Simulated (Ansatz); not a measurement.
Runs of Ansatz 0.2.0 on Ge. The structure is tetragonal, space group I4/mmm (No. 139). Conventional cell: a = 3.217 Å, b = 3.217 Å, c = 3.746 Å, α = 90.00°, β = 90.00°, γ = 90.00°. Around Ge (site symmetry 4/mmm) lie 12 Ge at 2.95 to 3.22 Å. The cell was built by a generator and needn't be a form met in nature.

| task | level | spin | cell | k mesh | cutoff (eV) | points for each segment of the path | gap on the mesh (eV) | pressure (GPa) | relaxed volume (Å³/atom) |
| --- | --- | --- | --- | --- | --- | --- | --- | --- | --- |
| band structure | r2SCAN | SOC, no magnetisation | as given | 9 × 9 × 9 | 500 | 14 | none | (a) | - |
| relaxation of cell and atoms | PBEsol+D3(BJ) | off | relaxed | 12 × 12 × 12 | 420 | - | none | 0.0 | 17.39 |
| relaxation of cell and atoms | RPBE+D3(BJ) | off | relaxed | 12 × 12 × 12 | 420 | - | none | 0.0 | 15.26 |
| relaxation of cell and atoms | PBEsol+D4 | off | relaxed | 12 × 12 × 12 | 420 | - | none | 0.0 | 17.99 |

Alike in all rows: potentials or basis Ansatz PAW; smearing fermi-dirac 0.05 eV.

**Question.** Estimate the missing entries.

**Answer.** (a) -2.3.

Caveats: the PAW data sets come from PBE, with cores solved anew for the run's functional, which leaves a small shift of forces and pressure; the plane-wave basis is chosen anew once the cell has moved, so the energies of steps on either side of that aren't comparable (some runs); pairwise dispersion overbinds metals, which lowers pressure and volume (some runs); the volume moved by over 15 % at a fixed basis, so the end points are rough (some runs).

A k mesh can miss the band edges, and rows without SOC leave out spin-orbit coupling on Ge.

A gap of «none» marks a metal or a gap under the smearing width.

Runs at the PBE level aren't shown here.
